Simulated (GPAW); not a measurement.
Here is a GPAW 26.7.0 calculation.

The input run.py:

```python
import numpy as np
import spglib
from ase import Atoms
from ase.dft.bandgap import bandgap
from ase.io import read, write
from ase.units import Bohr
from gpaw import GPAW
from gpaw.elf import elf_from_dft_calculation

atoms = read('HgTe.cif')
cell, positions, numbers = spglib.find_primitive(
    (atoms.cell[:], atoms.get_scaled_positions(), atoms.numbers), symprec=1e-4)
atoms = Atoms(numbers, cell=cell, scaled_positions=positions, pbc=True)

calc = GPAW(mode='fd',
            h=0.15,
            xc='mBEEF',
            kpts={'size': (5, 5, 5), 'gamma': True},
            occupations={'name': 'fermi-dirac', 'width': 0.05},
            setups={'Te': '16'},
            nbands=-9,
            convergence={'density': 1e-05, 'energy': 1e-05},
            maxiter=150,
            txt='gpaw.txt')
atoms.calc = calc
energy = atoms.get_potential_energy()
forces = atoms.get_forces()
calc.write('gs.gpw')
write('result.traj', atoms)
print(f'Energy: {energy:.6f} eV')
print('Forces (eV/A):')
print(forces.round(4))
print('Fermi level:', round(calc.get_fermi_level(), 4), 'eV')
print(f'Gap: {bandgap(calc)[0]:.4f} eV, direct: {bandgap(calc, direct=True)[0]:.4f} eV')

# fields on the real-space grid
write('density.cube', atoms, data=calc.get_pseudo_density() * Bohr**3)
write('potential.cube', atoms, data=calc.get_electrostatic_potential())
write('elf.cube', atoms, data=elf_from_dft_calculation(calc).data)

dense = calc.fixed_density(kpts={'size': (7, 7, 7), 'gamma': True}, update_fermi_level=True,
                           nbands=-21, convergence={'bands': 'CBM+6.0', 'eigenstates': 1e-6}, txt='dos.txt')
ef = dense.get_fermi_level()
dos = dense.dos(shift_fermi_level=False)
energies = np.linspace(ef - 14, ef + 6, 401)
spins = [None]
columns = [energies] + [dos.raw_dos(energies, spin=s, width=0.1) for s in spins]
for symbol, l in [('Hg', 0), ('Hg', 1), ('Hg', 2), ('Te', 0), ('Te', 1), ('Te', 2)]:
    for s in spins:
        columns.append(sum(dos.raw_pdos(energies, a=a.index, l=l, spin=s, width=0.1)
                           for a in atoms if a.symbol == symbol))
np.savetxt('dos.dat', np.array(columns).T, fmt='%.4f')
print('Fermi level on the dense mesh:', round(ef, 4), 'eV')
```

File HgTe.cif:

```cif
data_HgTe
_cell_length_a 6.36000000
_cell_length_b 6.36000000
_cell_length_c 6.36000000
_cell_angle_alpha 90.00000000
_cell_angle_beta 90.00000000
_cell_angle_gamma 90.00000000
_space_group_name_H-M_alt 'Fm-3m'
_space_group_name_Hall '-F 4 2 3'
_space_group_IT_number 225
loop_
_space_group_symop_operation_xyz
'x,y,z'
'-x,-y,-z'
'-y,x,z'
'y,-x,-z'
'-x,-y,z'
'x,y,-z'
'y,-x,z'
'-y,x,-z'
'x,-y,-z'
'-x,y,z'
'-y,-x,-z'
'y,x,z'
'-x,y,-z'
'x,-y,z'
'y,x,-z'
'-y,-x,z'
'z,x,y'
'-z,-x,-y'
'z,-y,x'
'-z,y,-x'
'z,-x,-y'
'-z,x,y'
'z,y,-x'
'-z,-y,x'
'-z,x,-y'
'z,-x,y'
'-z,-y,-x'
'z,y,x'
'-z,-x,y'
'z,x,-y'
'-z,y,x'
'z,-y,-x'
'y,z,x'
'-y,-z,-x'
'x,z,-y'
'-x,-z,y'
'-y,z,-x'
'y,-z,x'
'-x,z,y'
'x,-z,-y'
'-y,-z,x'
'y,z,-x'
'-x,-z,-y'
'x,z,y'
'y,-z,-x'
'-y,z,x'
'x,-z,y'
'-x,z,-y'
'x,y+1/2,z+1/2'
'-x,-y+1/2,-z+1/2'
'-y,x+1/2,z+1/2'
'y,-x+1/2,-z+1/2'
'-x,-y+1/2,z+1/2'
'x,y+1/2,-z+1/2'
'y,-x+1/2,z+1/2'
'-y,x+1/2,-z+1/2'
'x,-y+1/2,-z+1/2'
'-x,y+1/2,z+1/2'
'-y,-x+1/2,-z+1/2'
[... 41 lines left out ...]
'-x+1/2,-y,z+1/2'
'x+1/2,y,-z+1/2'
'y+1/2,-x,z+1/2'
'-y+1/2,x,-z+1/2'
'x+1/2,-y,-z+1/2'
'-x+1/2,y,z+1/2'
'-y+1/2,-x,-z+1/2'
'y+1/2,x,z+1/2'
'-x+1/2,y,-z+1/2'
'x+1/2,-y,z+1/2'
'y+1/2,x,-z+1/2'
'-y+1/2,-x,z+1/2'
'z+1/2,x,y+1/2'
'-z+1/2,-x,-y+1/2'
'z+1/2,-y,x+1/2'
'-z+1/2,y,-x+1/2'
'z+1/2,-x,-y+1/2'
'-z+1/2,x,y+1/2'
'z+1/2,y,-x+1/2'
'-z+1/2,-y,x+1/2'
'-z+1/2,x,-y+1/2'
'z+1/2,-x,y+1/2'
'-z+1/2,-y,-x+1/2'
'z+1/2,y,x+1/2'
'-z+1/2,-x,y+1/2'
'z+1/2,x,-y+1/2'
'-z+1/2,y,x+1/2'
'z+1/2,-y,-x+1/2'
'y+1/2,z,x+1/2'
'-y+1/2,-z,-x+1/2'
'x+1/2,z,-y+1/2'
'-x+1/2,-z,y+1/2'
'-y+1/2,z,-x+1/2'
'y+1/2,-z,x+1/2'
'-x+1/2,z,y+1/2'
'x+1/2,-z,-y+1/2'
'-y+1/2,-z,x+1/2'
'y+1/2,z,-x+1/2'
'-x+1/2,-z,-y+1/2'
'x+1/2,z,y+1/2'
'y+1/2,-z,-x+1/2'
'-y+1/2,z,x+1/2'
'x+1/2,-z,y+1/2'
'-x+1/2,z,-y+1/2'
'x+1/2,y+1/2,z'
'-x+1/2,-y+1/2,-z'
'-y+1/2,x+1/2,z'
'y+1/2,-x+1/2,-z'
'-x+1/2,-y+1/2,z'
'x+1/2,y+1/2,-z'
'y+1/2,-x+1/2,z'
'-y+1/2,x+1/2,-z'
'x+1/2,-y+1/2,-z'
'-x+1/2,y+1/2,z'
'-y+1/2,-x+1/2,-z'
'y+1/2,x+1/2,z'
'-x+1/2,y+1/2,-z'
'x+1/2,-y+1/2,z'
'y+1/2,x+1/2,-z'
'-y+1/2,-x+1/2,z'
'z+1/2,x+1/2,y'
'-z+1/2,-x+1/2,-y'
'z+1/2,-y+1/2,x'
'-z+1/2,y+1/2,-x'
'z+1/2,-x+1/2,-y'
'-z+1/2,x+1/2,y'
'z+1/2,y+1/2,-x'
'-z+1/2,-y+1/2,x'
'-z+1/2,x+1/2,-y'
'z+1/2,-x+1/2,y'
'-z+1/2,-y+1/2,-x'
'z+1/2,y+1/2,x'
'-z+1/2,-x+1/2,y'
'z+1/2,x+1/2,-y'
'-z+1/2,y+1/2,x'
'z+1/2,-y+1/2,-x'
'y+1/2,z+1/2,x'
'-y+1/2,-z+1/2,-x'
'x+1/2,z+1/2,-y'
'-x+1/2,-z+1/2,y'
'-y+1/2,z+1/2,-x'
'y+1/2,-z+1/2,x'
'-x+1/2,z+1/2,y'
'x+1/2,-z+1/2,-y'
'-y+1/2,-z+1/2,x'
'y+1/2,z+1/2,-x'
'-x+1/2,-z+1/2,-y'
'x+1/2,z+1/2,y'
'y+1/2,-z+1/2,-x'
'-y+1/2,z+1/2,x'
'x+1/2,-z+1/2,y'
'-x+1/2,z+1/2,-y'
loop_
_atom_site_label
_atom_site_type_symbol
_atom_site_symmetry_multiplicity
_atom_site_Wyckoff_symbol
_atom_site_fract_x
_atom_site_fract_y
_atom_site_fract_z
_atom_site_occupancy
Hg1 Hg 4 a 0.0000000000 0.0000000000 0.0000000000 1
Te1 Te 4 b 0.5000000000 0.0000000000 0.0000000000 1
```

Potentials or basis: GPAW PAW data sets (gpaw-data 1.2.1), other valence, fd.

Run with:

```bash
$ OMP_NUM_THREADS=1 python run.py
```

(1) What does it give for the band gap on the k mesh?

(2) What does it give for the density of states at the Fermi level?

Results:

(1) none (metal or under the smearing width).

(2) 0.75 states/eV per cell.

Caveat: the real-space grid adds noise to forces; this data set isn't filtered on real-space grids, so forces and energies are noisy; the PAW data sets were made with another functional, which shifts forces and pressure a little.
